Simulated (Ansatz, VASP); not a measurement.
**Two plane-wave programs on SiC**

```
C Si
1.0
     0.00000   -2.34557   -2.34557
     0.00000    1.83993   -1.83993
     4.93074    0.00000    0.00000
C Si
2 2
Cartesian
  2.2820 -0.2528 -2.0928
  1.4160 -1.1728 -1.1728
  0.3886 0.0000 0.0000
  3.3095 0.9200 -0.9200
```

Alike in both runs: functional r2SCAN; k mesh 14 × 16 × 10; occupations gaussian, width 0.1 eV; no spin polarisation.

Ansatz relaxed the structure, and its values are those at the end. VASP's run is a single point on that final structure, the one shown.

```csv
,VASP,Ansatz
version,VASP 6.6.1,Ansatz 0.2.0
potentials or method,"VASP PAW PBE potentials, release 64 (C, Si)","scalar-relativistic, plane waves, PAW"
plane-wave cutoff (eV),520,500
valence electrons in the cell,16,16
```

|  | VASP | Ansatz | Ansatz less VASP |
| --- | --- | --- | --- |
| gap on the k mesh at the Fermi level (eV) | none | none | - |
| pressure (GPa) | 0.0 | 0.0 | -0.02 |
| rms of the force components (eV/Å) | 0.021 | 0.000 | -0.0214 |

A gap of «none» marks a metal or a gap that the smearing closes. The functional is the same, so the differences come from potentials, cutoffs and numerics.

Caveats: the PAW data sets were made with another functional, which shifts forces and pressure a little (VASP).
